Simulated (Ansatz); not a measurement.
## As: which structure is lowest?

Theory: DFT, PBE, plane waves (420 eV) with PAW, scalar-relativistic in Ansatz.

Each structure is relaxed within its own symmetry, so a high-lying one may be dynamically unstable. No dispersion correction is added.

| structure | ΔE (meV/atom) | V (Å³/atom) | cell | magnetic state |
| --- | --- | --- | --- | --- |
| grey arsenic (A7) | 0 | 22.65 | a = 3.807 Å, c = 10.824 Å (c/a = 2.843) | spin not included |
| black arsenic (Cmce) | 15 | 24.68 | a = 3.705 Å, b = 11.413 Å, c = 4.669 Å | spin not included |
| simple cubic | 116 | 20.44 | a = 2.734 Å | spin not included |
| diamond | 317 | 28.60 | a = 6.116 Å | spin not included |
| bcc | 441 | 19.04 | a = 3.364 Å | spin not included |
| omega (AlB2-type) | 449 | 19.21 | a = 4.851 Å, c = 2.828 Å (c/a = 0.583) | spin not included |
| hcp | 512 | 19.25 | a = 3.077 Å, c = 4.696 Å (c/a = 1.526) | spin not included |
| dhcp | 513 | 19.30 | a = 2.976 Å, c = 10.068 Å (c/a = 3.383) | spin not included |
| fcc | 547 | 19.34 | a = 4.261 Å | spin not included |
| A15 | 600 | 19.68 | a = 5.399 Å | spin not included |

ΔE counts from grey arsenic (A7).

Differences under about 8 meV lie within the error of the k-point mesh.
